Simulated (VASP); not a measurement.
# SnS2: the relaxed cell at several levels

Aim: relax SnS2 at several levels and hold each cell against experiment. The levels: PBE, LDA and PBE + D3(BJ). The start is a cell from a database of measured crystal structures.

Calculated with VASP 6.6.1; PBE; plane waves and PAW (Sn_d, S), in the first sound run; inputs show where later runs differ.

**Measured values to reproduce.**

“The use of the Rietveld method and pairs distribution function analysis to study the pressure dependence of the trigonal SnSe2 and SnS2 structure” (2018, arxiv:1803.05430) quotes from earlier work for SnS2, trigonal layered (single crystal, literature data): lattice constant a (a at ambient pressure) 3.6456 ± 0.0004 Å; lattice constant c (c at ambient pressure) 5.8934 ± 0.0011 Å.

This is a report of a sequence of runs, with most program output left out.

**1. Starting point**

Before any relaxation, the start is as follows. The structure is trigonal, space group P-3m1 (No. 164). Conventional cell: a = 3.639 Å, b = 3.639 Å, c = 5.785 Å, α = 90.00°, β = 90.00°, γ = 120.00°. Nearest to Sn lie 6 S at 2.55 Å. Nearest to S lie 3 Sn at 2.55 Å. Farther neighbours and most contacts between anions are not listed.

**2. Relaxation with PBE**

The start need not lie at this functional's minimum. ISIF = 3 frees volume, shape and positions, and EDIFFG sets the threshold on forces and stress at which the search stops. PBE, the usual starting point, adds the gradient of the density.

INCAR

```
SYSTEM = SnS2
PREC = Accurate
ENCUT = 520
EDIFF = 1E-06
NELM = 100
ISMEAR = -1
SIGMA = 0.05
LREAL = .FALSE.
ALGO = Normal
GGA = PE
NBANDS = 19
LORBIT = 11
LWAVE = .FALSE.
LCHARG = .FALSE.
KPAR = 2
IBRION = 2
NSW = 60
ISIF = 3
EDIFFG = -0.01
```

POSCAR

```
SnS2
1.0
    3.6390000000      0.0000000000      0.0000000000
   -1.8195000000      3.1514664444      0.0000000000
    0.0000000000      0.0000000000      5.7853000000
Sn S
1 2
Direct
    0.0000000000      0.0000000000      0.0000000000
    0.6666666667      0.3333333333      0.2513000000
    0.3333333333      0.6666666667      0.7487000000
```

KPOINTS

```
Automatic mesh
0
Gamma
6 6 4
0 0 0
```

Potentials, in the order of the species: Sn_d and S (PBE family, release 64).

Launch:

```bash
$ mpirun -np 2 vasp_std
```

Wall time 71 s (2 MPI ranks of Intel Xeon 6975P-C (Granite Rapids), shared host); peak memory 0.39 GiB.

The gap is read on the k-mesh alone, so it is an upper bound where the band edges lie off the mesh. The bonds form layers, held to each other by dispersion, which PBE lacks, so the spacing between them is unreliable. After so large a change of volume the plane waves of the start cell no longer fit, so the final stress carries a basis-set error. The run keeps the 12 symmetry operations of its start, so it cannot find a distortion of lower symmetry.

Relaxation path:

```csv
step,energy less that of the first step (eV),largest force (eV/Å),pressure (GPa),volume (Å³)
1,0.0000,0.3650,5.06,66.35
2,-0.0176,0.6726,-3.13,73.29
3,-0.0574,0.2387,0.16,69.98
4,-0.0622,0.1921,0.13,70.39
5,-0.0710,0.0533,0.02,71.65
6,-0.0654,0.2144,-0.05,74.21
7,-0.0724,0.0425,0.00,72.49
8,-0.0760,0.0377,0.00,72.81
9,-0.0851,0.0252,0.00,73.76
10,-0.0963,0.0057,0.11,75.63
11,-0.0987,0.0002,0.69,79.23
12,-0.1003,0.0104,0.50,78.04
13,-0.0992,0.1720,-0.79,80.49
14,-0.1015,0.0662,-0.08,79.06
15,-0.1015,0.0613,0.00,78.99
16,-0.1015,0.0644,-0.05,79.03
17,-0.1021,0.0083,-0.01,79.33
```

```
     cell as run  before  after   change
           a (Å)   3.639  3.704   +1.8 %
           b (Å)   3.639  3.704   +1.8 %
           c (Å)   5.785  6.677  +15.4 %
volume (Å³/atom)   22.12  26.44  +19.6 %
```

The atoms that moved most (Å, as changes of fractional coordinates times the final cell):

```csv
atom,dx,dy,dz,length
S2,0.000,0.000,-0.201,0.201
S3,0.000,0.000,0.201,0.201
```

The relaxed structure:

```xyz
3
Lattice="3.7038 0.0000 0.0000 -1.8519 3.2076 0.0000 0.0000 0.0000 6.6774" Properties=species:S:1:pos:R:3 pbc="T T T"
Sn    0.0000    0.0000    0.0000
S     1.8519    1.0692    1.4769
S     0.0000    2.1384    5.2005
```

A gap read on the k-mesh alone can miss the band edges.

Numbers from this step:

| Quantity | Value |
| --- | --- |
| electrons | 26 |
| bands | 19 |
| irreducible k-points | 24 |
| symmetry operations | 12 |
| free energy (TOTEN) | -13.21 eV |
| Fermi energy | 3.670 eV |
| pressure | -0.01144 GPa |
| metallic | no |
| valence top at k | 0.1667, 0, 0 |
| conduction bottom at k | 0.5, 0, 0.5 |
| least direct gap at k | 0.5, 0, 0.25 |
| SCF cycles over all ionic steps | 142 |
| gap on the k-mesh | 1.532 eV |
| least direct gap on the k-mesh | 1.806 eV |

It ends with a largest force of 0.008 eV/Å and a pressure of -0.01 GPa. The volume lies +19.6 % from that of the database's start. That is far more than a functional's usual error. The conventional cell has a = 3.704 and c = 6.677 Å.

**3. Relaxation with LDA**

This step: LDA; plane waves and PAW (Sn_d, S) (VASP 6.6.1).

LDA, the lowest rung, knows the local density alone.

Changes to INCAR since step 2:

```diff
@@ -9,3 +9,3 @@
 ALGO = Normal
-GGA = PE
+GGA = CA
 NBANDS = 19
```

POSCAR is that of step 2.

KPOINTS is that of step 2.

Launch:

```bash
$ mpirun -np 2 vasp_std
```

Wall time 40 s (2 MPI ranks); peak memory 0.35 GiB.

The bonds form layers, held to each other by dispersion, which LDA lacks; its overbinding stands in for it by accident. The PAW data sets were made with PBE, though LDA sets exist; this is a small mismatch.

Relaxation path:

| step | energy less that of the first step (eV) | largest force (eV/Å) | pressure (GPa) | volume (Å³) |
| --- | --- | --- | --- | --- |
| 1 | 0.0000 | 0.1568 | 0.29 | 66.35 |
| 2 | -0.0010 | 0.0004 | -0.57 | 66.74 |
| 3 | -0.0012 | 0.0450 | -0.33 | 66.62 |
| 4 | -0.0020 | 0.0283 | -0.15 | 66.33 |
| 5 | -0.0021 | 0.0163 | -0.02 | 66.12 |
| 6 | -0.0025 | 0.0231 | 0.04 | 65.97 |
| 7 | -0.0034 | 0.0460 | 0.22 | 65.51 |
| 8 | -0.0027 | 0.0889 | 0.63 | 64.58 |
| 9 | -0.0035 | 0.0612 | 0.37 | 65.21 |
| 10 | -0.0037 | 0.0453 | 0.24 | 65.22 |
| 11 | -0.0039 | 0.0115 | 0.01 | 65.23 |
| 12 | -0.0039 | 0.0101 | -0.01 | 65.23 |
| 13 | -0.0039 | 0.0090 | -0.02 | 65.24 |

```csv
"conventional cell, symmetrised",before,after,change
a (Å),3.639,3.639,-0.0 %
b (Å),3.639,3.639,-0.0 %
c (Å),5.785,5.689,-1.7 %
volume (Å³/atom),22.12,21.75,-1.7 %
```

The atoms that moved most (Å, as changes of fractional coordinates times the final cell):

| atom | dx | dy | dz | length |
| --- | --- | --- | --- | --- |
| S3 | 0.000 | 0.000 | -0.036 | 0.036 |
| S2 | 0.000 | 0.000 | 0.036 | 0.036 |

Final coordinates:

```
Sn S
1.0
     3.63870    0.00000    0.00000
    -1.81935    3.15120    0.00000
     0.00000    0.00000    5.68929
Sn S
1 2
Direct
  0.00000 0.00000 0.00000
  0.66667 0.33333 0.25760
  0.33333 0.66667 0.74240
```

Numbers from this step:

```
free energy (TOTEN)             : -15.14 eV
Fermi energy                    : 5.712 eV
pressure                        : -0.01967 GPa
valence top at k                : 0, 0, 0
conduction bottom at k          : 0.5, 0, 0.25
least direct gap at k           : 0, 0, 0
SCF cycles over all ionic steps : 81
gap on the k-mesh               : 1.145 eV
least direct gap on the k-mesh  : 1.571 eV
```

It ends at 21.75 Å³/atom, -1.7 % from the start, with -0.02 GPa left. The conventional cell has a = 3.639 and c = 5.689 Å.

**4. Relaxation with PBE + D3(BJ)**

This step: PBE with D3(BJ); plane waves and PAW (Sn_d, S) (VASP 6.6.1).

A dispersion term adds the long-range attraction that semilocal functionals lack. D3 with Becke-Johnson damping keeps a finite attraction at short range.

Changes to INCAR since step 3:

```diff
@@ -9,3 +9,4 @@
 ALGO = Normal
-GGA = CA
+GGA = PE
+IVDW = 12
 NBANDS = 19
```

POSCAR is that of step 3.

KPOINTS is that of step 3.

Launch:

```bash
$ mpirun -np 2 vasp_std
```

It took 35 s on 2 MPI ranks; peak memory 0.42 GiB.

The steps of the relaxation:

```
step  energy less that of the first step (eV)  largest force (eV/Å)  pressure (GPa)  volume (Å³)
   1                                   0.0000                0.3782            2.51        66.35
   2                                  -0.0015                0.2905           -2.23        69.73
   3                                  -0.0163                0.0227           -0.05        68.04
   4                                  -0.0163                0.0291            0.01        68.01
   5                                  -0.0164                0.0251            0.02        67.96
   6                                  -0.0165                0.0132            0.04        67.83
   7                                  -0.0166                0.0100            0.06        67.58
   8                                  -0.0166                0.0000            0.05        67.68
   9                                  -0.0166                0.0035            0.00        67.69
  10                                  -0.0167                0.0107           -0.09        67.70
  11                                  -0.0167                0.0039            0.02        67.61
```

```
conventional cell, symmetrised  before  after  change
                         a (Å)   3.639  3.670  +0.8 %
                         b (Å)   3.639  3.670  +0.8 %
                         c (Å)   5.785  5.798  +0.2 %
              volume (Å³/atom)   22.12  22.54  +1.9 %
```

The atoms that moved most (Å, as changes of fractional coordinates times the final cell):

| atom | dx | dy | dz | length |
| --- | --- | --- | --- | --- |
| S3 | 0.000 | 0.000 | -0.020 | 0.020 |
| S2 | 0.000 | 0.000 | 0.020 | 0.020 |

Final coordinates:

```
Sn S
1.0
     3.66955    0.00000    0.00000
    -1.83477    3.17792    0.00000
     0.00000    0.00000    5.79757
Sn S
1 2
Direct
  0.00000 0.00000 0.00000
  0.66667 0.33333 0.25467
  0.33333 0.66667 0.74533
```

It ends at 22.54 Å³/atom, +1.9 % from the start, with 0.02 GPa left. The conventional cell has a = 3.670 and c = 5.798 Å. Against plain PBE, the dispersion term moves a by -0.9 % and c by -13.2 %.

**5. The cells as a table**

This step: relaxed cells at several levels; plane waves and PAW (VASP 6.6.1).

Derived from the runs above.

Lengths are those of the conventional cell; cost is the wall time of each run, as given at its step, times its ranks, without the set-up around it. Results by level, by row:

```
       level  volume (Å³/atom)  change from the start (%)  a (Å)  c (Å)  cost (core minutes)
         PBE             26.44                       19.6  3.704  6.677                 2.37
         LDA             21.75                       -1.7  3.639  5.689                 1.33
PBE + D3(BJ)             22.54                        1.9   3.67  5.798                 1.17
```

**6. Results**

```json
{"volume, PBE": "26.44 Å³/atom", "volume, LDA": "21.75 Å³/atom", "volume, PBE + D3(BJ)": "22.54 Å³/atom"}
```

In words: For SnS2 the levels give volumes between 21.75 Å³/atom (LDA) and 26.44 Å³/atom (PBE), a spread of 21.6 %, while the cost of the finished runs spans a factor of 2.0. No level comes within 1 % of experiment on every length. Thermal and zero-point expansion, often some tenths of a per cent in length, bear on this order: with the measured lengths lowered by an assumed 0.4 % the nearest is still PBE + D3(BJ). The costs hold the number of ionic steps as well as the price of the functional. Adding D3(BJ) to PBE changes the volume by -14.8 % (a by -0.9 % and c by -13.2 %). The bonds form layers, and the correction acts mostly on one axis: the spacing that dispersion holds. Within 0.02 Å all end in space group P-3m1; the runs can't lower the symmetry of the start. Each is a single relaxation on the plane waves of the start cell, so larger changes of volume carry a basis-set error that was not tested here.

Comparison with the measured values:

| quantity | measured | PBE | LDA | PBE + D3(BJ) |
| --- | --- | --- | --- | --- |
| lattice constant a (Å) | 3.6456 | 3.704 (+1.6 %) | 3.639 (-0.2 %) | 3.670 (+0.7 %) |
| lattice constant c (Å) | 5.8934 | 6.677 (+13.3 %) | 5.689 (-3.5 %) | 5.798 (-1.6 %) |

Measured values from arxiv:1803.05430 (2018).

**Verdict.** For the lattice constant a, of the levels listed nearest comes LDA (-0.2 %, good agreement) and farthest PBE (+1.6 %, a clear miss). For the lattice constant c, of the levels listed nearest comes PBE + D3(BJ) (-1.6 %, fair agreement) and farthest PBE (+13.3 %, a clear miss). The grades are ours: good and fair within 0.7 and 1.5 % for the lattice constant a and 0.8 and 2 % for the lattice constant c. Zero-point motion and thermal expansion are not in the computed lattice constants.

[Lines on the potential files, build, host, timing and source positions are cut from VASP's logs without a mark.]

[Logs are printed without paths, hosts, clocks, repeated set-up lines and the standing remarks that a program may print on its own settings, such as how far it seeks lower states.]

[Hosts, paths, dates, database ids (printed as entryN), source tags and the programs' standing remarks are cut or masked in the printed files.]

[A measured line is paired with the nearest computed mode of its activity, which favours agreement.]

[In band tables of VASP the shares of atoms and orbitals are scaled to a sum of 1 inside the atoms' spheres.]
